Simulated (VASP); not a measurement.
**LiH in VASP 6.6.1, single-point calculation**

INCAR

```
NELECT = 3.98
NELM = 120
SIGMA = 0.02
LASPH = .TRUE.
EDIFF = 1E-7
LREAL = .FALSE.
LWAVE = .FALSE.
GGA = PE
IBRION = -1
NSW = 0
ISMEAR = -1
ENCUT = 520
NBANDS = 9
PREC = Accurate
LCHARG = .FALSE.
ISIF = 2
ALGO = VeryFast
```

KPOINTS

```
KPOINTS created by Atomic Simulation Environment
0
Gamma
10 10 10
0 0 0
```

POSCAR

```
Li H
 1.0000000000000000
     0.0000000000000000    2.0330397637000002    1.9934559256000000
     2.0330397637000002    0.0000000000000000    1.9934559256000000
     2.0330397637000002    2.0330397637000002    0.0000000000000000
 Li  H
   1   1
Cartesian
  0.0000000000000000  0.0000000000000000  0.0000000000000000
  2.0330397636999997  2.0330397636999997  1.9934559256000000
```

The recommended PBE PAW datasets give the neutral cell 4 valence electrons.

Command

```
mpirun -np 1 vasp_std
```

Problem. Predict the outcome of this run.

Solution. It converged. Results: pressure -1.9 GPa.

OSZICAR

```
N       E                     dE             d eps       ncg     rms          rms(c)
RMM:   1    -0.221033664814E+02   -0.22103E+02   -0.46779E+02   918   0.199E+02
RMM:   2    -0.550184697082E+01    0.16602E+02   -0.46464E+01   918   0.517E+01
RMM:   3    -0.592415944014E+01   -0.42231E+00   -0.85078E+00   918   0.218E+01
RMM:   4    -0.588987418440E+01    0.34285E-01   -0.61529E+00   918   0.124E+01
RMM:   5    -0.579669165375E+01    0.93183E-01   -0.40679E+00   918   0.879E+00
RMM:   6    -0.585254249174E+01   -0.55851E-01   -0.48487E+00   918   0.788E+00
RMM:   7    -0.609708666381E+01   -0.24454E+00   -0.14165E+00   918   0.461E+00
RMM:   8    -0.628665228228E+01   -0.18957E+00   -0.23172E+00   918   0.384E+00
RMM:   9    -0.627514631587E+01    0.11506E-01   -0.17198E+00  3043   0.306E+00
RMM:  10    -0.631146481711E+01   -0.36319E-01   -0.25516E-01  3232   0.127E+00
...
RMM:  21    -0.612425126480E+01   -0.17437E-05   -0.19291E-05  3098   0.194E-02    0.188E-02
RMM:  22    -0.612425896886E+01   -0.77041E-05   -0.76005E-06  2955   0.124E-02    0.114E-02
RMM:  23    -0.612426030319E+01   -0.13343E-05   -0.34418E-06  2746   0.704E-03    0.103E-02
RMM:  24    -0.612427026487E+01   -0.99617E-05   -0.13570E-06  2860   0.635E-03    0.978E-04
RMM:  25    -0.612427127931E+01   -0.10144E-05   -0.51109E-07  2659   0.365E-03    0.688E-05
RMM:  26    -0.612427108128E+01    0.19803E-06   -0.23652E-07  2218   0.207E-03    0.211E-04
RMM:  27    -0.612427082804E+01    0.25324E-06   -0.10145E-07  2130   0.123E-03    0.395E-04
RMM:  28    -0.612427116648E+01   -0.33844E-06   -0.46326E-08  2183   0.854E-04    0.988E-05
RMM:  29    -0.612427113866E+01    0.27822E-07   -0.20681E-08  2057   0.558E-04
   1 F= -.61242711E+01 E0= -.61241279E+01  d E =-.286387E-03
```

The cell is charged and sits in a uniform background.

For comparison, a separate PBE run of the intended cell, on usual settings and not on those above, gives a gap of 2.81 eV on its mesh and a pressure of -1.1 GPa.
